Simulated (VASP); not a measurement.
Write the native input for VASP 6.6.1 that does the following.

| Quantity | Value |
| --- | --- |
| Task | band structure |
| Functional | TB-mBJ |
| Potentials or basis | VASP PAW PBE potentials, release 64 (Ge_d) |
| Cutoff | 520 eV |
| k mesh | 10 × 10 × 10 |
| Occupations | gaussian, width 0.03 eV |
| Spin | no spin polarisation |
| Further INCAR settings | ALGO = Normal; EDIFF = 1e-06 |

The system is Ge.

```
CELL_PARAMETERS angstrom
0.00000 2.83700 2.83700
2.83700 0.00000 2.83700
2.83700 2.83700 0.00000
ATOMIC_POSITIONS crystal
Ge 0.00000 0.00000 0.00000
Ge 0.25000 0.25000 0.25000
```

The input as run:

POSCAR

```
Ge                                      
1.0
    0.0000000000      2.8370028123      2.8370028123
    2.8370028123      0.0000000000      2.8370028123
    2.8370028123      2.8370028123      0.0000000000
  Ge            
     2
Direct
     0.0000000000000000    0.0000000000000000    0.0000000000000000
     0.2500000000000000    0.2500000000000000    0.2500000000000000
```

INCAR.step1

```
SYSTEM = Ge
PREC = Accurate
ENCUT = 520
EDIFF = 1E-5
ISMEAR = 0
SIGMA = 0.03
LREAL = .FALSE.
LASPH = .TRUE.
NELM = 80
ALGO = Normal
ISIF = 2
LWAVE = .TRUE.
LCHARG = .FALSE.
GGA = PE
```

INCAR.step2

```
SYSTEM = Ge
PREC = Accurate
ENCUT = 520
EDIFF = 1E-6
ISMEAR = 0
SIGMA = 0.03
LREAL = .FALSE.
LASPH = .TRUE.
NELM = 80
ALGO = Normal
ISIF = 2
LWAVE = .FALSE.
LCHARG = .FALSE.
METAGGA = MBJ
ISTART = 1
```

KPOINTS

```
regular mesh
0
G
  10 10 10
  0 0 0
```

KPOINTS_OPT

```
explicit points
252
Reciprocal
 0.0000000000  0.0000000000  0.0000000000 1
 0.0357142857  0.0000000000  0.0357142857 1
 0.0714285714  0.0000000000  0.0714285714 1
 0.1071428571  0.0000000000  0.1071428571 1
 0.1428571429  0.0000000000  0.1428571429 1
 0.1785714286  0.0000000000  0.1785714286 1
[... 244 lines left out ...]
 0.4888572500  0.0111427500  0.5000000000 1
 0.5111427500 -0.0111427500  0.5000000000 1
```

Potentials or basis: VASP PAW PBE potentials, release 64 (Ge_d).

Command:

```sh
$ cat potpaw_PBE.64/Ge_d/POTCAR > POTCAR
$ cp INCAR.step1 INCAR
$ mpirun -np 1 vasp_std > vasp.out
$ cp INCAR.step2 INCAR
$ mpirun -np 1 vasp_std > vasp.out
```

Results of the run:

The band gap on the k mesh is 0.68 eV, direct. The band gap along the path is 0.68 eV, direct.

Run time: 110 s on 1 thread of Intel(R) Xeon(R) 6975P-C (Granite Rapids), with other jobs on the host, peak memory 0.2 GiB.
